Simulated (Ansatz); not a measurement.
# V2NOS MXene monolayer in a perpendicular field

What dipole does a perpendicular field induce in the V2NOS MXene monolayer? A positive field points along +c.

Program: Ansatz 0.2.0. Level of theory: plane-wave DFT, PBE-D3(BJ), Ansatz PAW (set soft_1); PAW set soft_1. Results are calculated unless marked as measured.

## 1. The starting structure

The cell holds 5 atoms: 1 S, 2 V, 1 N and 1 O. Its edges and angles: a = 2.941 Å, b = 2.941 Å, c = 41.380 Å, α = 90.0°, β = 90.0°, γ = 120.0°. Vacuum lies along c.

As a file:

```cif
data_structure
_symmetry_space_group_name_H-M 'P 1'
_symmetry_Int_Tables_number 1
_cell_length_a 2.9407
_cell_length_b 2.9407
_cell_length_c 41.3805
_cell_angle_alpha 90.000
_cell_angle_beta 90.000
_cell_angle_gamma 120.000
_cell_volume 309.89
loop_
_atom_site_label
_atom_site_type_symbol
_atom_site_fract_x
_atom_site_fract_y
_atom_site_fract_z
_atom_site_occupancy
S1 S 0.33333 0.66667 0.43740 1
V2 V 0.66667 0.33333 0.47932 1
N3 N 0.00000 0.00000 0.50736 1
V4 V 0.33333 0.66667 0.53540 1
O5 O 0.66667 0.33333 0.56260 1
```

## 2. Relaxation

The starting cell is a guess, so the in-plane lattice and the atoms are relaxed first, with the slab cut off from its images along the normal.

The input, input.yaml:

```yaml
crystal:
  lattice:
    - [2.940652, 0.0, 0.0]
    - [-1.470326, 2.5466793357, 0.0]
    - [0.0, 0.0, 41.3804840646]
  atoms:
    - { symbol: S, position: [0.3333333333, 0.6666666667, 0.4374042597] }
    - { symbol: V, position: [0.6666666667, 0.3333333333, 0.4793157003], spin: 2.0 }
    - { symbol: "N", position: [0.0, 0.0, 0.5073555592] }
    - { symbol: V, position: [0.3333333333, 0.6666666667, 0.535395418], spin: 2.0 }
    - { symbol: O, position: [0.6666666667, 0.3333333333, 0.5625957403] }
  periodic: [true, true, false]
magnetization:
  spin_polarized: true
kpoints:
  mp_grid: { grid: [12, 12, 1] }
hamiltonian:
  xc: pbe
  dispersion: d3bj
  pseudopotentials: { kind: paw, azcp: { folder: soft_1 } }
scf:
  occupations: { method: fermi_dirac, width: 0.05 }
  convergence: { dr2_threshold: 1.0e-09 }
relax:
  f_tol: 0.004
  max_steps: 90
  cell: {}
output:
  write_potential: true
  write_density: true
  volumetric_format: npy
```

Run with:

```console
$ ansatz run input.yaml --threads 2 --pin off --max-ram 3072MiB --backend cpu --events-out ev --progress --plain --runs-dir out
```

Numbers of over 12 decimals in the logs are rounded to 6 here.

The log of the run:

```text
Warning: relax.cell: scf.convergence.dr2_threshold = 1e-9 eV is looser than the 2.16969537698e-10 eV advised for a relaxation that steers and ends on the stress (1e-10 eV for each atom of the cell: 5, times the square of relax.cell.stress_2d_tol = 0.05 N/m over 15.2 Å (the atoms' height at the walk's start and 5 Å past either face), 3.294e-2 GPa, over a crystal's default 0.05). What an SCF threshold leaves in a stress goes as its square root, and in the free energy as the threshold itself, and one threshold admits the most on a small cell: [figures from the program's tests cut] Set scf.convergence.dr2_threshold to 2.16969537698e-10 eV or tighter. [rest of the remark cut]
Engine: ansatz 0.2.0, aarch64-unknown-linux-gnu
Pseudopotentials: kind: paw
Pseudopotential: S, paw, valence charge 6, recommended cutoff 420 eV (normal), soft_1/S.paw.azcp
Pseudopotential: V, paw, valence charge 13, recommended cutoff 420 eV (normal), soft_1/V.paw.azcp
Pseudopotential: N, paw, valence charge 5, recommended cutoff 420 eV (normal), soft_1/N.paw.azcp
Pseudopotential: O, paw, valence charge 6, recommended cutoff 420 eV (normal), soft_1/O.paw.azcp
Functional definition: PBE
  parameter kappa = 0.804
  parameter beta = 0.066725
  exchange = pbe_x(kappa = kappa, mu = beta*pi^2/3)
  correlation = pbe_c(beta = beta)
Crystal: 5 atoms, lattice volume = 309.894 Å³
Basis set: ecut = 420 eV, 5995 PW (Γ), exchange–correlation on 40×40×576 points (8 copies of the dense FFT grid, shifted against one another)
Bands: 29, of which v1, the nominal top of the filled ones, is band 22 counted from 1 (21 counted from 0)
Symmetry: 6 space group operations
Space group: P3m1 (ITA 156), of the structure as read, at distance tolerance 6.8e-5 Å
Magnetic group: BNS 156.49 (UNI 1279), of the structure as read, at distance tolerance 6.8e-5 Å
k-points: 19 of 144 (time reversal used)
Non-local potential: S, projectors of the file, l = 0: 2, l = 1: 2, l = 2: 1
Non-local potential: V, projectors of the file, l = 0: 3, l = 1: 2, l = 2: 3, l = 3: 1
Non-local potential: N, projectors of the file, l = 0: 2, l = 1: 2, l = 2: 1
Non-local potential: O, projectors of the file, l = 0: 2, l = 1: 2, l = 2: 1
PAW form: soft (Blöchl's): semilocal exchange-correlation on the pseudo side does not see the compensation charge
PAW one-centre angular grid: S, 110 points (default); XC on 64 Gauss nodes
PAW one-centre angular grid: V, 590 points (default); XC on 64 Gauss nodes
PAW one-centre angular grid: N, 110 points (default); XC on 64 Gauss nodes
PAW one-centre angular grid: O, 110 points (default); XC on 64 Gauss nodes
Initial density: superposition of atomic densities (neutral atoms: chi_scale 0, normalization atom)
Starting moments: Σ|m| = 4 μB on 2 of 5 sites
Initial wavefunctions: pseudopotential atomic-orbital guess
Functional: x = pbe(κ = 0.804, μ = 0.219515), c = pbe(β = 0.066725)
SCF iter   1: F=—  HF=-7687.528664 eV  |F-HF|=—  |Δ(HF+E_count)|=         —  Δρ=4.49e-2 (↑4.49e-2 ↓3.15e-2)  dr2=2.39e1  dr2_m=8.96e-1  M=2.201 μB ∫|m|=2.637 μB  β_m=0.30  ethr=3.10e-3  ⟨swp⟩=17.4  Hψ=9413  notcnv=0
Mixer restart at iter 1: flushing history
preconditioner: auto → LDOS  [metal: Δε(μ)=0.014 eV  Ē_g=10.024 eV  σ=0.050 eV  W_gap=0.07  n_scr=24 (ndim 8)  ℏωp=11.0 eV  f_vac=0.787  D(μ)=3.85/eV (n_scr^D=18)]
spin=Collinear: LDOS preconditioning applied to the charge; magnetization (m = ρ↑ − ρ↓) channel mixes plain (no charge-response kernel on spin).
SCF iter   2: F=—  HF=-7684.724384 eV  |F-HF|=—  |Δ(HF+E_count)|=    2.80e0  Δρ=2.99e-2 (↑2.99e-2 ↓1.97e-2)  dr2=9.83e0  dr2_m=5.20e-1  M=1.995 μB ∫|m|=2.519 μB  β_m=0.55  ethr=3.10e-3  ⟨swp⟩=3.2  Hψ=2424  notcnv=0  defer=33
SCF iter   3: F=—  HF=-7683.211818 eV  |F-HF|=—  |Δ(HF+E_count)|=    1.51e0  Δρ=7.48e-3 (↑6.23e-3 ↓7.48e-3)  dr2=2.01e-1  dr2_m=9.72e-2  M=1.429 μB ∫|m|=2.074 μB  β_m=0.62  ethr=3.10e-3  ⟨swp⟩=3.8  Hψ=3082  notcnv=0  defer=35
SCF iter   4: F=—  HF=-7683.721090 eV  |F-HF|=—  |Δ(HF+E_count)|=         —  Δρ=1.74e-2 (↑1.74e-2 ↓1.55e-2)  dr2=3.31e-2  dr2_m=7.63e-1  M=0.417 μB ∫|m|=0.676 μB  β_m=1.00  ethr=4.67e-4  ⟨swp⟩=3.8  Hψ=2765  notcnv=0  defer=32  κ⁻¹=3.9e-3(r=2)
SCF iter   5: F=—  HF=-7683.520697 eV  |F-HF|=—  |Δ(HF+E_count)|=   2.00e-1  Δρ=2.32e-3 (↑2.18e-3 ↓2.32e-3)  dr2=5.21e-3  dr2_m=1.37e-2  M=0.308 μB ∫|m|=0.470 μB  β_m=0.62  ethr=1.16e-4  ⟨swp⟩=4.3  Hψ=3139  notcnv=0  defer=32
SCF iter   6: F=—  HF=-7683.521367 eV  |F-HF|=—  |Δ(HF+E_count)|=   6.70e-4  Δρ=1.65e-3 (↑1.65e-3 ↓1.55e-3)  dr2=8.42e-4  dr2_m=7.22e-3  M=0.262 μB ∫|m|=0.435 μB  β_m=0.81  ethr=1.21e-5  ⟨swp⟩=4.5  Hψ=2921  notcnv=0  defer=6
SCF iter   7: F=—  HF=-7683.522219 eV  |F-HF|=—  |Δ(HF+E_count)|=   8.52e-4  Δρ=5.09e-4 (↑3.68e-4 ↓5.09e-4)  dr2=1.33e-3  dr2_m=2.84e-4  M=0.217 μB ∫|m|=0.409 μB  β_m=0.79  ethr=1.96e-6  ⟨swp⟩=3.8  Hψ=2855  notcnv=0  defer=6
SCF iter   8: F=—  HF=-7683.521887 eV  |F-HF|=—  |Δ(HF+E_count)|=   3.32e-4  Δρ=2.44e-4 (↑2.44e-4 ↓1.97e-4)  dr2=6.99e-5  dr2_m=1.27e-4  M=0.195 μB ∫|m|=0.388 μB  β_m=0.90  ethr=1.96e-6  ⟨swp⟩=3.2  Hψ=2454  notcnv=0  defer=6
SCF iter   9: F=—  HF=-7683.521907 eV  |F-HF|=—  |Δ(HF+E_count)|=   2.06e-5  Δρ=1.92e-4 (↑1.85e-4 ↓1.92e-4)  dr2=6.19e-5  dr2_m=8.49e-5  M=0.191 μB ∫|m|=0.373 μB  β_m=0.95  ethr=1.63e-7  ⟨swp⟩=3.6  Hψ=2686  notcnv=0  defer=2
SCF iter  10: F=—  HF=-7683.521918 eV  |F-HF|=—  |Δ(HF+E_count)|=   1.06e-5  Δρ=1.25e-4 (↑1.08e-4 ↓1.25e-4)  dr2=3.26e-5  dr2_m=3.37e-5  M=0.182 μB ∫|m|=0.350 μB  β_m=0.97  ethr=1.44e-7  ⟨swp⟩=3.1  Hψ=2306  notcnv=0  defer=2
SCF iter  11: F=—  HF=-7683.521931 eV  |F-HF|=—  |Δ(HF+E_count)|=   1.34e-5  Δρ=6.84e-5 (↑6.84e-5 ↓3.90e-5)  dr2=1.27e-5  dr2_m=6.41e-6  M=0.168 μB ∫|m|=0.319 μB  β_m=0.93  ethr=7.58e-8  ⟨swp⟩=3.2  Hψ=2577  notcnv=0  defer=2
SCF iter  12: F=—  HF=-7683.521931 eV  |F-HF|=—  |Δ(HF+E_count)|=   9.99e-8  Δρ=2.03e-5 (↑1.70e-5 ↓2.03e-5)  dr2=2.25e-6  dr2_m=6.87e-7  M=0.161 μB ∫|m|=0.303 μB  β_m=0.92  ethr=2.95e-8  ⟨swp⟩=3.1  Hψ=2518  notcnv=0  defer=2
SCF iter  13: F=—  HF=-7683.521932 eV  |F-HF|=—  |Δ(HF+E_count)|=   5.00e-7  Δρ=6.96e-6 (↑6.01e-6 ↓6.96e-6)  dr2=1.76e-7  dr2_m=1.01e-7  M=0.159 μB ∫|m|=0.300 μB  β_m=0.96  ethr=5.22e-9  ⟨swp⟩=3.9  Hψ=2804  notcnv=0  defer=2
SCF iter  14: F=—  HF=-7683.521932 eV  |F-HF|=—  |Δ(HF+E_count)|=   5.12e-8  Δρ=3.04e-6 (↑3.04e-6 ↓1.99e-6)  dr2=6.36e-8  dr2_m=8.91e-9  M=0.159 μB ∫|m|=0.299 μB  β_m=0.90  ethr=4.09e-10  ⟨swp⟩=3.1  Hψ=2397  notcnv=0  defer=2
[...]
relax step   5: F+E_penalty+E_count = -7683.86378420 eV  Δ(F+E_penalty+E_count) = -5.197e-5 eV  max|allowed force component| = 2.674e-2 eV/Å  Δτ_max = 0.0017 Å  P = +0.029 N/m  Ω = 312.131 Å³  energy of the carried Pulay correction = -1.011e-3 eV  fix = [c, alpha, beta]  reactions: c +0.000 N/m  (11 SCF iters, accepted)
[...]
relax step   6: F+E_penalty+E_count = -7683.86379747 eV  Δ(F+E_penalty+E_count) = -1.327e-5 eV  max|allowed force component| = 1.135e-2 eV/Å  Δτ_max = 0.0016 Å  P = -0.012 N/m  Ω = 312.158 Å³  energy of the carried Pulay correction = -1.023e-3 eV  fix = [c, alpha, beta]  reactions: c -0.000 N/m  (7 SCF iters, accepted)
[...]
relax step   7: F+E_penalty+E_count = -7683.86380065 eV  Δ(F+E_penalty+E_count) = -3.174e-6 eV  max|allowed force component| = 1.740e-4 eV/Å  Δτ_max = 0.0005 Å  P = -0.001 N/m  Ω = 312.161 Å³  energy of the carried Pulay correction = -1.025e-3 eV  fix = [c, alpha, beta]  reactions: c -0.000 N/m  (6 SCF iters, accepted)
Initial wavefunctions: pseudopotential atomic-orbital guess (no wavefunctions were taken with the density)
iter 1 solved again at ethr=2.85e-7 eV; its pass at ethr=3.10e-3 eV (dr2=1.23e-4 eV) is discarded
SCF iter   1: F=—  HF=-7683.861284 eV  |F-HF|=—  |Δ(HF+E_count)|=         —  Δρ=5.67e-5 (↑5.67e-5 ↓5.67e-5)  dr2=1.88e-6  dr2_m=1.30e-11  M=-0.000 μB ∫|m|=0.000 μB  β_m=0.65  ethr=2.85e-7  ⟨swp⟩=6.4  Hψ=14908  notcnv=0
spin=Collinear: LDOS preconditioning applied to the charge; magnetization (m = ρ↑ − ρ↓) channel mixes plain (no charge-response kernel on spin).
SCF iter   2: F=—  HF=-7683.864077 eV  |F-HF|=—  |Δ(HF+E_count)|=   2.79e-3  Δρ=2.00e-5 (↑2.00e-5 ↓2.00e-5)  dr2=3.05e-7  dr2_m=6.68e-12  M=-0.000 μB ∫|m|=0.000 μB  β_m=0.63  ethr=4.37e-9  ⟨swp⟩=4.3  Hψ=2900  notcnv=0
SCF iter   3: F=—  HF=-7683.864883 eV  |F-HF|=—  |Δ(HF+E_count)|=   8.06e-4  Δρ=1.34e-6 (↑1.34e-6 ↓1.33e-6)  dr2=1.76e-8  dr2_m=9.21e-12  M=-0.000 μB ∫|m|=0.000 μB  β_m=0.58  ethr=7.09e-10  ⟨swp⟩=4.3  Hψ=2344  notcnv=0
SCF iter   4: F=—  HF=-7683.864906 eV  |F-HF|=—  |Δ(HF+E_count)|=   2.31e-5  Δρ=5.71e-7 (↑5.71e-7 ↓5.59e-7)  dr2=1.30e-9  dr2_m=8.10e-12  M=-0.000 μB ∫|m|=0.000 μB  β_m=0.66  ethr=4.09e-11  ⟨swp⟩=4.3  Hψ=2684  notcnv=0
SCF iter   5: F=—  HF=-7683.864911 eV  |F-HF|=—  |Δ(HF+E_count)|=   4.32e-6  Δρ=1.48e-7 (↑1.48e-7 ↓1.35e-7)  dr2=7.58e-11  dr2_m=1.31e-11  M=-0.000 μB ∫|m|=0.000 μB  β_m=0.73  ethr=3.02e-12  ⟨swp⟩=4.1  Hψ=2648  notcnv=0
SCF iter   6: F=-7683.864911 eV  HF=-7683.864911 eV  |F-HF|=2.43e-8  |Δ(HF+E_count)|=   1.68e-7  Δρ=4.31e-8 (↑4.31e-8 ↓2.65e-8)  dr2=6.84e-12  dr2_m=1.19e-12  M=-0.000 μB ∫|m|=0.000 μB  ethr=1.00e-12  ⟨swp⟩=12.8  Hψ=8570  notcnv=0
the starting moments were not kept: the SCF closed with an absolute magnetisation of 3.6e-5 μB, where they sum to 4 μB in size (2 sites). That is at most 0.1 of that sum. Measured as dr2_m measures the in/out step, that magnetisation stands 6.5e-10 eV from none, at or under the dr2_threshold of 1.0e-9 eV: it is no larger than a step whose dr2_m would equal this threshold.
SCF 8 converged in 6 iterations: F = -7683.864911 eV  dr2 = 6.84e-12
relax step   8: F+E_penalty+E_count = -7683.86491080 eV  Δ(F+E_penalty+E_count) = -1.110e-3 eV  max|allowed force component| = 2.906e-4 eV/Å  Δτ_max = 0.0000 Å  P = +0.041 N/m  Ω = 312.161 Å³  fix = [c, alpha, beta]  reactions: c +0.000 N/m  stress off target by 4.10e-2 N/m on what of the cell is left free  SCF on the basis re-selected at this cell (its energy is not comparable with the rows above)  (6 SCF iters)
basis re-selected at this cell: Δ(F+E_penalty+E_count) = -1.110e-3 eV, ΔP = +0.042 N/m vs the last step (what re-selecting the basis moved, of the pressure what is left beyond the Pulay correction that the steps carried, after the strain that the cell walked since its last selection, with what the two solves' SCF thresholds leave and, on support functions, any second-order correction that the steps lacked; it is no m [...]
WARN: The input density's exchange-correlation potential varies sharply where the density is thin. Do not read a vacuum level from v_tot or v_xc, or from such a field of the output density. On a cell that repeats whose density bears no net charge and no dipole along the vacuum's axis use v_es (v_loc + v_h of the components); under efield.dipole_correction with no amplitude use v_es + v_field, which holds any external [...]
SCF converged after 6 iterations
Magnetization: -0.0000 μB (21.5000 up, 21.5000 down)
Absolute magnetization: 0.0000 μB (∫|ρ↑−ρ↓|, with the PAW one-centre terms)
Spin contamination: 0.0000 ħ² per cell (⟨S²⟩ above its minimum at these occupations)
Per-site moments (μB) at R_I (Å): [(-1.0103209636948753e-6, 0.965899), (5.1448864263218185e-6, 0.833608), (4.857127061161095e-7, 0.833608), (-2.0936414101599434e-5, 0.810370), (8.851249781560475e-8, 0.810370)]
Free energy (F): -7683.864911 eV
Harris-Foulkes:  -7683.864911 eV  (|F-HF|=2.43e-8)
Internal energy: -7683.841578 eV  (E = F + TS)
E sigma→0 (E₀):  -7683.853244 eV
Entropy (-TS):   -0.023333 eV (-4.667 meV/atom)
Fermi energy:    -5.772983 eV
--- Per-component energies (eV) ---
  E_band       = -1164.607213
  E_kinetic    = 997.524543
  E_local      = -191349.757119  (includes V_loc(G=0)·N_el)
  E_nonlocal   = 281.716953
  E_hartree    = 94972.285131
  E_xc         = -451.876072
  E_vxc        = -543.088214  (∫ρ·V_xc dr)
  E_paw        = -3148.654504  (= ΣΔE_a)
  E_vpaw       = -495.577603  (= ΣTr[D̂ρ^β])
  E_aug_tail   = 0.004003  (compensation charges beyond the density's cutoff)
  E_ewald      = 91016.436306
  E_disp       = -1.520819  (pairwise vdW)
  E_smearing   = -0.023333  (= −TS)
  E_closure    = -0.000000  (closes the sum)
  Σ components = -7683.864911   (vs F -7683.864911, Δ=0.00e0)
--- Forces (eV/Å), atoms counted from 1 ---
  atom   1  S      0.00000000     0.00000000     0.00020664
  atom   2  V     -0.00000000    -0.00000000     0.00021458
  atom   3  N      0.00000000    -0.00000000    -0.00003698
  atom   4  V      0.00000000    -0.00000000    -0.00009364
  atom   5  O     -0.00000000    -0.00000000    -0.00029056
  max |Σ_I F_I| component: 3.63e-8 eV/Å
--- 2D stress c σ (N/m, compression-positive) ---
        0.040990      -0.000000      -0.000000
        0.000000       0.040990       0.000000
       -0.000000       0.000000       0.000000
  P = ½ c Tr σ = 0.0410 N/m
--- Band table (eV; the first three rows and the last of 38) ---
  k-point 0 ↑: bands = [... 18 lower, -6.8634, -6.8634, -6.1324, -6.0424, -6.0424, -5.4392, -5.4392, -4.6135, ... 3 higher]
  k-point 1 ↑: bands = [... 18 lower, -7.2543, -7.0572, -6.4971, -5.8432, -5.7030, -5.3630, -5.3293, -4.5076, ... 3 higher]
  k-point 2 ↑: bands = [... 18 lower, -7.8526, -7.2551, -6.8925, -5.8090, -5.4519, -5.2400, -4.9435, -4.3314, ... 3 higher]
  k-point 18 ↓: bands = [... 18 lower, -9.6091, -9.2326, -5.9545, -5.8197, -5.3419, -4.8867, -4.5285, -4.4341, ... 3 higher]
  the weakly bound empty levels are not read free of the cell's end (no_gap_told)
--- Relaxed structure (7 steps of the walk, 7 accepted, 1 SCFs on fresh bases) ---
  F+E_penalty+E_count = -7683.86491080 eV   max|allowed force component| = 2.906e-4 eV/Å   (the final SCF, on the basis selected at the relaxed cell)
  cell:  # Å, volume = 312.1612 Å³
    - [2.951388, 3.9732114133497674e-19, 0]
    - [-1.475694, 2.555977, 0]
    - [0, 0, 41.3804840646]
  atoms:
    - { symbol: S, position: [0.333333, 0.666667, 0.441987] }
    - { symbol: V, position: [0.666667, 0.333333, 0.480798] }
    - { symbol: N, position: [-4.725256157679369e-19, 0, 0.507053] }
    - { symbol: V, position: [0.333333, 0.666667, 0.534301] }
    - { symbol: O, position: [0.666667, 0.333333, 0.557927] }
```

Wall time 3.6 min (2 threads of Arm Neoverse V1, shared host); peak memory 0.68 GiB; 7.1 min of CPU time.

Step by step:

```tsv
step	energy less that of the first step (eV)	largest force component (eV/Å)	volume (Å³)
1	0.0000	2.1980	309.89
2	-0.3195	0.5218	317.54
3	-0.3400	0.1889	313.14
4	-0.3418	0.0600	311.96
5	-0.3419	0.0267	312.13
6	-0.3419	0.0114	312.16
7	-0.3419	0.0002	312.16
8*	-0.3430	0.0003	312.16
```

Relaxation steps marked * repeat the geometry before them on a plane-wave basis chosen anew for their cell, so energy and pressure can jump there.

The run keeps the 6 symmetry operations that it works with, so distortions that break them were not tested.

```tsv
cell as run	before	after	change
a (Å)	2.941	2.951	+0.4 %
b (Å)	2.941	2.951	+0.4 %
```

The atoms that moved most (Å, along periodic axes as changes of fractional coordinates times the final cell, across vacuum about the mean position):

```tsv
atom	dx	dy	dz	length
O5	0.000	0.000	-0.193	0.193
S1	0.000	0.000	0.190	0.190
V2	0.000	0.000	0.061	0.061
V4	0.000	0.000	-0.045	0.045
N3	0.000	0.000	-0.013	0.013
```

Final coordinates:

```cif
data_structure
_symmetry_space_group_name_H-M 'P 1'
_symmetry_Int_Tables_number 1
_cell_length_a 2.9514
_cell_length_b 2.9514
_cell_length_c 41.3805
_cell_angle_alpha 90.000
_cell_angle_beta 90.000
_cell_angle_gamma 120.000
_cell_volume 312.16
loop_
_atom_site_label
_atom_site_type_symbol
_atom_site_fract_x
_atom_site_fract_y
_atom_site_fract_z
_atom_site_occupancy
S1 S 0.33333 0.66667 0.44199 1
V2 V 0.66667 0.33333 0.48080 1
N3 N 0.00000 0.00000 0.50705 1
V4 V 0.33333 0.66667 0.53430 1
O5 O 0.66667 0.33333 0.55793 1
```

This step gave:

| Item | Value |
| --- | --- |
| energy at zero smearing | -7683.8532 eV |

The lattice constant a goes from 2.941 to 2.951 Å.

(Continued in part 2 of 2.)

[Logs are printed without paths, hosts, clocks, repeated set-up lines and the standing remarks that a program may print on its own settings, such as how far it seeks lower states.]

[Hosts, paths, dates, database ids (printed as entryN), source tags and the programs' standing remarks are cut or masked in the printed files.]

[Maps of the electrostatic potential energy from Ansatz leave out the sawtooth potential of an applied field or a dipole correction, so their vacuum need not be flat; planar profiles and work functions include it.]
